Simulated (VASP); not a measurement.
# CdSe (P6_3mc) in VASP: a series of runs, part 2 of 2

VASP 6.6.1.

### 4 Single point, r2SCAN (27.13 Å³/atom)

This run uses another cell than the first one, of 27.13 Å³/atom.

File POSCAR:

```
CdSe
1.0
    4.2521253847      0.0000000000      0.0000000000
   -2.1260626924      3.6824486032      0.0000000000
    0.0000000000      0.0000000000      6.9316556560
Cd Se
2 2
Direct
    0.3333333333      0.6666666667      0.0045109635
    0.6666666667      0.3333333333      0.5045109635
    0.3333333333      0.6666666667      0.3804890365
    0.6666666667      0.3333333333      0.8804890365
```

File INCAR.step1:

```
SYSTEM = CdSe
ALGO     = Normal         ! electronic algorithm
EDIFF    = 1E-4           ! SCF threshold, eV
ENCUT    = 520            ! plane-wave cutoff, eV
GGA      = PE             ! functional
ISMEAR   = 0              ! smearing method
LASPH    = .TRUE.         ! aspherical terms in the spheres
LCHARG   = .FALSE.        ! write CHGCAR
LREAL    = .FALSE.        ! projectors in reciprocal space
LWAVE    = .TRUE.         ! write WAVECAR
NBANDS   = 26             ! bands
NELM     = 60             ! most SCF steps
PREC     = Accurate       ! precision mode
SIGMA    = 0.02           ! smearing width, eV
```

File INCAR.step2:

```
SYSTEM = CdSe
ALGO     = Normal         ! electronic algorithm
EDIFF    = 1E-7           ! SCF threshold, eV
ENCUT    = 520            ! plane-wave cutoff, eV
ISIF     = 2              ! what is computed and relaxed
ISMEAR   = 0              ! smearing method
ISTART   = 1            
LASPH    = .TRUE.         ! aspherical terms in the spheres
LCHARG   = .FALSE.        ! write CHGCAR
LMIXTAU  = .TRUE.       
LREAL    = .FALSE.        ! projectors in reciprocal space
LWAVE    = .FALSE.        ! write WAVECAR
METAGGA  = R2SCAN         ! meta-GGA
NBANDS   = 26             ! bands
NELM     = 60             ! most SCF steps
PREC     = Accurate       ! precision mode
SIGMA    = 0.02           ! smearing width, eV
```

File KPOINTS:

```
k-points
0
G
  6 6 4
  0 0 0
```

Potentials or basis: VASP PAW PBE potentials, release 64 (Cd, Se).

Launch:

```
$ cat potpaw_PBE.64/Cd/POTCAR potpaw_PBE.64/Se/POTCAR > POTCAR
$ cp INCAR.step1 INCAR
$ mpirun -np 1 vasp_std > vasp.out
$ cp INCAR.step2 INCAR
$ mpirun -np 1 vasp_std > vasp.out
```

OUTCAR:

```text
SYSTEM = CdSe
   EDIFF = 1E-7
   ENCUT = 520
   ISIF = 2
   ISMEAR = 0
   ISTART = 1
   LASPH = .TRUE.
   LREAL = .FALSE.
   METAGGA = R2SCAN
   NELM = 60
   PREC = Accurate

 ion  position               nearest neighbor table
   1  0.333  0.667  0.005-   4 2.60   4 2.60   4 2.60   3 2.61
   2  0.667  0.333  0.505-   3 2.60   3 2.60   3 2.60   4 2.61
   3  0.333  0.667  0.380-   2 2.60   2 2.60   2 2.60   1 2.61
   4  0.667  0.333  0.880-   1 2.60   1 2.60   1 2.60   2 2.61

  LATTYP: Found a hexagonal cell.
 ALAT       =     4.2521253847
 C/A-ratio  =     1.6301625726

  Lattice vectors:

 A1 = (   4.2521253847,   0.0000000000,   0.0000000000)
 A2 = (  -2.1260626924,   3.6824486032,   0.0000000000)
 A3 = (   0.0000000000,   0.0000000000,   6.9316556560)

Analysis of symmetry for initial positions (statically):
=====================================================================
 Subroutine PRICEL returns:
 Original cell was already a primitive cell.

 Routine SETGRP: Setting up the symmetry group for a
 hexagonal supercell.

 Subroutine GETGRP returns: Found 12 space group operations
 (whereof  6 operations were pure point group operations)
 out of a pool of 24 trial point group operations.

The static configuration has the point symmetry C_3v.
 The point group associated with its full space group is C_6v.

Analysis of symmetry for dynamics (positions and initial velocities):
=====================================================================
 Subroutine PRICEL returns:
 Original cell was already a primitive cell.

 Routine SETGRP: Setting up the symmetry group for a
 hexagonal supercell.

 Subroutine GETGRP returns: Found 12 space group operations
 (whereof  6 operations were pure point group operations)
 out of a pool of 24 trial point group operations.

The dynamic configuration has the point symmetry C_3v.
 The point group associated with its full space group is C_6v.

 Subroutine INISYM returns: Found 12 space group operations
 (whereof  6 operations are pure point group operations),
 and found     1 'primitive' translations

----------------------------------------------------------------------------------------

                                     Primitive cell

  volume of cell :     108.5375

  direct lattice vectors                    reciprocal lattice vectors
     4.252125385  0.000000000  0.000000000     0.235176508  0.135779220  0.000000000
    -2.126062692  3.682448603  0.000000000     0.000000000  0.271558441  0.000000000
     0.000000000  0.000000000  6.931655656     0.000000000  0.000000000  0.144265678

  length of vectors
     4.252125385  4.252125385  6.931655656     0.271558441  0.271558441  0.144265678

  position of ions in fractional coordinates (direct lattice)
     0.333333333  0.666666667  0.004510964
     0.666666667  0.333333333  0.504510964
     0.333333333  0.666666667  0.380489037
     0.666666667  0.333333333  0.880489037

  ion indices of the primitive-cell ions
   primitive index   ion index
                 1           1
                 2           2
                 3           3
                 4           4

----------------------------------------------------------------------------------------

 KPOINTS: k-points

Automatic generation of k-mesh.
 Grid dimensions read from file:
 generate k-points for:    6    6    4

 Generating k-lattice:

  Cartesian coordinates                     Fractional coordinates (reciprocal lattice)
     0.039196085  0.022629870  0.000000000     0.166666667  0.000000000  0.000000000
     0.000000000  0.045259740  0.000000000     0.000000000  0.166666667  0.000000000
     0.000000000  0.000000000  0.036066419     0.000000000  0.000000000  0.250000000

  Length of vectors
     0.045259740  0.045259740  0.036066419

  Shift w.r.t. Gamma in fractional coordinates (k-lattice)
     0.000000000  0.000000000  0.000000000

 Subroutine IBZKPT returns following result:
 ===========================================

 Found     21 irreducible k-points:

 Following reciprocal coordinates:
            Coordinates               Weight
  0.000000  0.000000  0.000000      1.000000
  0.166667  0.000000  0.000000      6.000000
  0.333333  0.000000  0.000000      6.000000
  0.500000  0.000000  0.000000      3.000000
  0.166667  0.166667  0.000000      6.000000
  0.333333  0.166667  0.000000     12.000000
[... 13 lines left out ...]
  0.333333  0.166667  0.500000     12.000000
  0.333333  0.333333  0.500000      2.000000
   k-points           NKPTS =     21   k-points in BZ     NKDIM =     21   number of bands    NBANDS=     26
   number of dos      NEDOS =    301   number of ions     NIONS =      4
   total plane-waves  NPLWV =  55296
   dimension x,y,z NGX =    32 NGY =   32 NGZ =   54
   dimension x,y,z NGXF=    64 NGYF=   64 NGZF=  108
   ions per type =               2   2
   NGX,Y,Z   is equivalent  to a cutoff of  12.51, 12.51, 12.95 a.u.
   NGXF,Y,Z  is equivalent  to a cutoff of  25.02, 25.02, 25.90 a.u.
 SYSTEM =  CdSe
   PREC   = accura    normal or accurate (medium, high low for compatibility)
   ISTART =      1    job   : 0-new  1-cont  2-samecut
   ICHARG =      0    charge: 1-file 2-atom 10-const
   ISPIN  =      1    spin polarized calculation?
   LNONCOLLINEAR =      F non collinear calculations
   LSORBIT =      F    spin-orbit coupling
   LASPH  =      T    aspherical Exc in radial PAW
   ENCUT  =  520.0 eV  38.22 Ry    6.18 a.u.   7.91  7.91 12.89*2*pi/ulx,y,z
   NELM   =     60;   NELMIN=  2; NELMDL=  0     # of ELM steps
   EDIFF  = 0.1E-06   stopping-criterion for ELM
   LREAL  =      F    real-space projection
   EDIFFG = 0.1E-05   stopping-criterion for IOM
   NSW    =      0    number of steps for IOM
   IBRION =     -1    ionic relax: 0-MD 1-quasi-New 2-CG
   NFREE  =      0    steps in history (QN), initial steepest desc. (CG)
   ISIF   =      2    stress and relaxation
   ISYM   =      2    0-nonsym 1-usesym 2-fastsym
   POTIM  = 0.5000    time-step for ionic-motion
   TEBEG  =    0.0;   TEEND  =   0.0 temperature during run
   PSTRESS=    0.0 pullay stress
   NELECT =      36.0000    total number of electrons
   NUPDOWN=      -1.0000    fix difference up-down
   EMIN   =  10.00;   EMAX   =-10.00  energy-range for DOS
   EFERMI =   0.00;   METHOD = LEGACY
   ISMEAR =     0;   SIGMA  =   0.02  broadening in eV -4-tet -1-fermi 0-gaus
   EFERMI_NEDOS =   21; number of points for ismear=-14 and -15
   IALGO  =     38    algorithm
   IMIX   =      4    mixing-type and parameters
     AMIX     =   0.40;   BMIX     =  1.00
     AMIX_MAG =   1.60;   BMIX_MAG =  1.00
  volume/ion in A,a.u.               =      27.13       183.11
  Fermi-wavevector in a.u.,A,eV,Ry     =   1.133224  2.141483 17.472555  1.284197
  Thomas-Fermi vector in A             =   2.269926
   LORBIT       =      0    0 simple, 1 ext, 2 COOP (PROOUT), +10 PAW based schemes
   METAGGA = R2SCAN    functional components
   LHFCALC =     F    Hartree Fock is set to
   AEXX    =    0.0000 exact exchange contribution
   IVDW    =     0    specifies the selected vdW correction
   LEPSILON=     F    determine dielectric tensor
   LRPA    =     F    only Hartree local field effects (RPA)
 non-spin polarized calculation
 Gauss-broadening in eV      SIGMA  =   0.02
  energy-cutoff  :      520.00
  volume of cell :      108.54
 maximum number of plane-waves:      2952
 NGX is ok and might be reduce to    32
   NGX = 15   NGY = 15   NGZ = 25

 number of electron      36.0000010 magnetization

 Free energy of the ion-electron system (eV)
  ---------------------------------------------------
  ext. energy  EPLUGINS =         0.00000000
  ---------------------------------------------------
  free energy    TOTEN  =       -71.74241709 eV

  energy without entropy =      -71.74241709  energy(sigma->0) =      -71.74241709

 E-fermi :   1.0529     XC(G=0):  -9.5949

 val. band max:        0.9422716614   @ k =   0.0000   0.0000   0.0000
 cond. band min:       2.1853092971   @ k =   0.0000   0.0000   0.0000
 fundamental gap:      1.2430376357
 Fermi energy:         1.0528804119

 k-point     1 :       0.0000    0.0000    0.0000
  band No.  band energies     occupation
      1     -12.3020      2.00000
      2     -11.8828      2.00000
      3      -7.3433      2.00000
      4      -7.3364      2.00000
      5      -7.3364      2.00000
      6      -7.2549      2.00000
[... 598 lines left out ...]
     25      10.3207      0.00000
     26      10.3207      0.00000

------------------------ aborting loop because EDIFF is reached ----------------------------------------

  FORCE on cell =-STRESS in cart. coord.  units (eV):
  Direction    XX          YY          ZZ          XY          YZ          ZX
  --------------------------------------------------------------------------------------
  -------------------------------------------------------------------------------------
  Total        2.6964242      2.6964242      2.7135805     -0.0000000      0.0000000     -0.0000000
  in kB       39.8032984     39.8032984     40.0565506     -0.0000000      0.0000000     -0.0000000
  external PRESSURE =      39.8877158 kB  Pullay stress =       0.0000000 kB

 VOLUME and BASIS-vectors are now :
 -----------------------------------------------------------------------------
  energy-cutoff  :      520.00
  volume of cell :      108.54
      direct lattice vectors                 reciprocal lattice vectors
     4.252125385  0.000000000  0.000000000     0.235176508  0.135779220  0.000000000
    -2.126062692  3.682448603  0.000000000     0.000000000  0.271558441  0.000000000
     0.000000000  0.000000000  6.931655656     0.000000000  0.000000000  0.144265678

 POSITION                                       TOTAL-FORCE (eV/Angst)
 -----------------------------------------------------------------------------------
     -0.00000      2.45497      0.03127        -0.000000      0.000000      0.008030
      2.12606      1.22748      3.49710         0.000000     -0.000000      0.008030
     -0.00000      2.45497      2.63742         0.000000     -0.000000     -0.008030
      2.12606      1.22748      6.10325         0.000000      0.000000     -0.008030
 -----------------------------------------------------------------------------------
    total drift:                               -0.000000      0.000000      0.002427

  FREE ENERGIE OF THE ION-ELECTRON SYSTEM (eV)
  ---------------------------------------------------
  free  energy   TOTEN  =       -71.7424170856 eV

  energy  without entropy=      -71.7424170856  energy(sigma->0) =      -71.74241709
```

Wall time 6.7 min (1 thread of Intel Xeon 8259CL, shared host); peak memory 0.26 GiB.

Results:

```
Free energy            : -71.7424 eV
Pressure               : 4.0 GPa
Largest force          : 0.008 eV/Å
Band gap on the k mesh : 1.24 eV
```

Forces in eV/Å, atoms in the order of the input:
```
Cd   0.000  0.000  0.008
Cd   0.000  0.000  0.008
Se   0.000  0.000 -0.008
Se   0.000  0.000 -0.008
```

Caveat: the cell stands under pressure; the PAW data sets were made with another functional, which shifts forces and pressure a little.

### 5 Single point, r2SCAN (28.00 Å³/atom)

This run uses another cell than the first one, of 28.00 Å³/atom.

File POSCAR:

```
CdSe
1.0
    4.2968878887      0.0000000000      0.0000000000
   -2.1484439444      3.7212140688      0.0000000000
    0.0000000000      0.0000000000      7.0046258147
Cd Se
2 2
Direct
    0.3333333333      0.6666666667      0.0045109635
    0.6666666667      0.3333333333      0.5045109635
    0.3333333333      0.6666666667      0.3804890365
    0.6666666667      0.3333333333      0.8804890365
```

File INCAR.step1:

```
PREC = Accurate
ENCUT = 520
ISMEAR = 0
SIGMA = 0.02
LREAL = F
LASPH = T
NELM = 80
NBANDS = 26
GGA = PE
ALGO = Normal
EDIFF = 1E-4
LWAVE = T
LCHARG = F
```

File INCAR.step2:

```
PREC = Accurate
ENCUT = 520
EDIFF = 1E-6
ISMEAR = 0
SIGMA = 0.02
LREAL = F
LASPH = T
NELM = 80
ALGO = Normal
ISIF = 2
LWAVE = F
LCHARG = F
METAGGA = R2SCAN
LMIXTAU = T
NBANDS = 26
ISTART = 1
```

File KPOINTS:

```
regular mesh
0
Gamma
  6 6 4
```

Launch:

```
$ cat potpaw_PBE.64/Cd/POTCAR potpaw_PBE.64/Se/POTCAR > POTCAR
$ cp INCAR.step1 INCAR
$ mpirun -np 1 vasp_std > vasp.out
$ cp INCAR.step2 INCAR
$ mpirun -np 1 vasp_std > vasp.out
```

Run time: 5.4 min. Hardware: 1 thread of Intel Xeon 8259CL, shared host; peak memory 0.26 GiB.

Results (log left out):

```yaml
Free_energy: -71.8063 eV
Pressure: 2.0 GPa
Largest_force: 0.004 eV/Å
Band_gap_on_the_k_mesh: 1.17 eV
```

Forces in eV/Å, atoms in the order of the input:
```
Cd   0.000  0.000  0.004
Cd   0.000  0.000  0.004
Se   0.000  0.000 -0.004
Se   0.000  0.000 -0.004
```

Levels at points of the mesh, in eV from the valence-band top:
```csv
k point,band 14,band 15,band 16,band 17,band 18,band 19,band 20,band 21,band 22,band 23
"(0.00, 0.00, 0.00)",-0.78,-0.78,-0.05,0.00,0.00,1.17,2.67,6.38,6.38,6.69
"(0.50, 0.00, 0.00)",-3.66,-2.72,-1.91,-1.36,-0.77,3.70,3.70,5.09,6.67,6.94
"(0.00, 0.00, 0.50)",-2.64,-0.41,-0.41,-0.41,-0.41,2.85,2.85,6.32,6.32,6.77
"(0.50, 0.00, 0.50)",-4.26,-1.39,-1.39,-1.38,-1.38,3.35,3.35,5.28,5.28,8.23
```

Caveat: the PAW data sets were made with another functional, which shifts forces and pressure a little.

### 6 Single point, r2SCAN

This run uses another cell than the first one, of 28.87 Å³/atom.

File POSCAR:

```
CdSe
1.0
    4.3407367120      0.0000000000      0.0000000000
   -2.1703683560      3.7591882638      0.0000000000
    0.0000000000      0.0000000000      7.0761065253
Cd Se
2 2
Direct
    0.3333333333      0.6666666667      0.0045109635
    0.6666666667      0.3333333333      0.5045109635
    0.3333333333      0.6666666667      0.3804890365
    0.6666666667      0.3333333333      0.8804890365
```

File INCAR.step1:

```
  PREC = Accurate
  ENCUT = 520
  ISMEAR = 0
  SIGMA = 0.02
  LREAL = F
  LASPH = T
  NELM = 60
  NBANDS = 26
  GGA = PE
  ALGO = Normal
  EDIFF = 1E-4
  LWAVE = T
  LCHARG = F
```

File INCAR.step2:

```
  PREC = Accurate
  ENCUT = 520
  EDIFF = 1E-7
  ISMEAR = 0
  SIGMA = 0.02
  LREAL = F
  LASPH = T
  NELM = 60
  ALGO = Normal
  ISIF = 2
  LWAVE = F
  LCHARG = F
  METAGGA = R2SCAN
  LMIXTAU = T
  NBANDS = 26
  ISTART = 1
```

File KPOINTS:

```
Automatic mesh
0
Gamma
  6 6 4
```

Potentials or basis: VASP PAW PBE potentials, release 64 (Cd, Se).

Launch:

```
$ cat potpaw_PBE.64/Cd/POTCAR potpaw_PBE.64/Se/POTCAR > POTCAR
$ cp INCAR.step1 INCAR
$ mpirun -np 1 vasp_std > vasp.out
$ cp INCAR.step2 INCAR
$ mpirun -np 1 vasp_std > vasp.out
```

OUTCAR:

```text
PREC = Accurate
   ENCUT = 520
   EDIFF = 1E-7
   ISMEAR = 0
   LREAL = F
   LASPH = T
   NELM = 60
   ISIF = 2
   METAGGA = R2SCAN
   ISTART = 1

 ion  position               nearest neighbor table
   1  0.333  0.667  0.005-   4 2.66   4 2.66   4 2.66   3 2.66
   2  0.667  0.333  0.505-   3 2.66   3 2.66   3 2.66   4 2.66
   3  0.333  0.667  0.380-   2 2.66   2 2.66   2 2.66   1 2.66
   4  0.667  0.333  0.880-   1 2.66   1 2.66   1 2.66   2 2.66

  LATTYP: Found a hexagonal cell.
[... 804 lines left out ...]
  Direction    XX          YY          ZZ          XY          YZ          ZX
  --------------------------------------------------------------------------------------
  -------------------------------------------------------------------------------------
  Total        0.1757992      0.1757992      0.1804453      0.0000000      0.0000000      0.0000000
  in kB        2.4393585      2.4393585      2.5038264      0.0000000      0.0000000      0.0000000
  external PRESSURE =       2.4608478 kB  Pullay stress =       0.0000000 kB

 VOLUME and BASIS-vectors are now :
 -----------------------------------------------------------------------------
  energy-cutoff  :      520.00
  volume of cell :      115.47
      direct lattice vectors                 reciprocal lattice vectors
     4.340736712  0.000000000  0.000000000     0.230375640  0.133007438  0.000000000
    -2.170368356  3.759188264  0.000000000     0.000000000  0.266014876  0.000000000
     0.000000000  0.000000000  7.076106525     0.000000000  0.000000000  0.141320654

 POSITION                                       TOTAL-FORCE (eV/Angst)
 -----------------------------------------------------------------------------------
     -0.00000      2.50613      0.03192        -0.000000     -0.000000      0.001158
      2.17037      1.25306      3.56997         0.000000      0.000000      0.001158
     -0.00000      2.50613      2.69238         0.000000      0.000000     -0.001158
      2.17037      1.25306      6.23043         0.000000      0.000000     -0.001158
 -----------------------------------------------------------------------------------
    total drift:                               -0.000000      0.000000      0.002959

  FREE ENERGIE OF THE ION-ELECTRON SYSTEM (eV)
  ---------------------------------------------------
  free  energy   TOTEN  =       -71.8297931410 eV

  energy  without entropy=      -71.8297931410  energy(sigma->0) =      -71.82979314
```

Wall time 6.2 min (1 thread of Intel Xeon 8259CL, shared host); peak memory 0.27 GiB.

What came out:

- Free energy: -71.8298 eV
- Pressure: 0.2 GPa
- Band gap on the k mesh: 1.09 eV

Levels at points of the mesh, in eV from the valence-band top:
```csv
k point,band 15,band 16,band 17,band 18,band 19,band 20,band 21,band 22
"(0.00, 0.00, 0.00)",-0.74,-0.04,0.00,0.00,1.09,2.63,6.38,6.38
"(0.50, 0.00, 0.00)",-2.58,-1.80,-1.28,-0.73,3.63,3.71,5.09,6.55
"(0.00, 0.00, 0.50)",-0.38,-0.38,-0.38,-0.38,2.78,2.78,6.27,6.27
"(0.50, 0.00, 0.50)",-1.31,-1.31,-1.31,-1.31,3.33,3.33,5.27,5.27
```

Caveat: the PAW data sets were made with another functional, which shifts forces and pressure a little.

### 7 The runs side by side

```tsv
cell	gap on the mesh (eV)	pressure (GPa)	largest force (eV/Å)
a = 4.158, b = 4.158, c = 6.787 Å, angles 90.0, 90.0, 120.0°, 4 atoms	1.40	9.2	0.01
a = 4.204, b = 4.204, c = 6.864 Å, angles 90.0, 90.0, 120.0°, 4 atoms	1.32	6.4	0.01
a = 4.252, b = 4.252, c = 6.932 Å, angles 90.0, 90.0, 120.0°, 4 atoms	1.24	4.0	0.01
a = 4.297, b = 4.297, c = 7.005 Å, angles 90.0, 90.0, 120.0°, 4 atoms	1.17	2.0	-
a = 4.341, b = 4.341, c = 7.076 Å, angles 90.0, 90.0, 120.0°, 4 atoms	1.09	0.2	-
```

Alike in all rows: task single point; level r2SCAN; potentials or basis VASP PAW PBE potentials, release 64 (Cd, Se); no spin polarisation; k mesh 6 × 6 × 4; cutoff (eV) 520; smearing gaussian 0.02 eV.

Caveats: the PAW data sets were made with another functional, which shifts forces and pressure a little; the cell stands under pressure (at least some runs).

Total energies depend on the potentials used, so only differences within one code and one set of settings carry meaning.

### 8 Against experiment

Step 6. Measured gap of CdSe: 1.841 eV (2 K; a printed reference work, data compilation). This calculation gives 1.09 eV (-0.75 eV). Spin-orbit coupling on Cd, Se is left out. The value is that of r2SCAN, without temperature or zero-point motion.
